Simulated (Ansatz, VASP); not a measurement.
**Two plane-wave programs on BiS**

INCAR

```
  PREC = Accurate
  ENCUT = 520
  EDIFF = 1E-6
  ISMEAR = 0
  SIGMA = 0.05
  LREAL = F
  LASPH = T
  NELM = 80
  ALGO = Normal
  ISIF = 2
  LWAVE = F
  LCHARG = F
  GGA = PE
  NBANDS = 18
```

Contents of KPOINTS:

```
Automatic mesh
0
Gamma
  10 10 10
```

Contents of POSCAR:

```
BiS
1.0
    3.5820819671      0.0000000000      0.0000000000
    0.0000000000      3.5820819671      0.0000000000
    0.0000000000      0.0000000000      3.5820819671
Bi S
1 1
Direct
    0.0000000000      0.0000000000      0.0000000000
    0.5000000000      0.5000000000      0.5000000000
```

Input for Ansatz:

```yaml
crystal:
  lattice:
    - [3.5820819671, 0.0, 0.0]
    - [0.0, 3.5820819671, 0.0]
    - [0.0, 0.0, 3.5820819671]
  atoms:
    - { symbol: Bi, position: [0.0, 0.0, 0.0] }
    - { symbol: S, position: [0.5, 0.5, 0.5] }
basis:
  ecutwfc: 420
  ecutrho_ratio: 4
kpoints:
  mp_grid: { grid: [10, 10, 10] }
hamiltonian:
  xc: pbe
scf:
  occupations: { method: gaussian, width: 0.05 }
output:
  forces: true
  stress: true
  eigenvalues: true
```

Alike in both runs: task single point; functional PBE; k mesh 10 × 10 × 10; occupations gaussian, width 0.05 eV; no spin polarisation.

|  | VASP | Ansatz |
| --- | --- | --- |
| version | VASP 6.6.1 | Ansatz 0.2.0 |
| potentials or method | VASP PAW PBE potentials, release 64 (Bi_d, S) | scalar-relativistic, plane waves, PAW |
| plane-wave cutoff (eV) | 520 | 420 |
| valence electrons in the cell | 21 | 21 |

Ansatz gave:

* gap on the k mesh at the Fermi level (eV): none
* pressure (GPa): -0.1

Task: Which values does VASP return?

Result: gap on the k mesh at the Fermi level (eV): none; pressure (GPa): -0.2.

A gap of «none» marks a metal or a gap that the smearing closes. The functional is the same, so the differences come from potentials, cutoffs and numerics.

Caveats: spin-orbit coupling is left out, which moves the levels of the heavy elements.
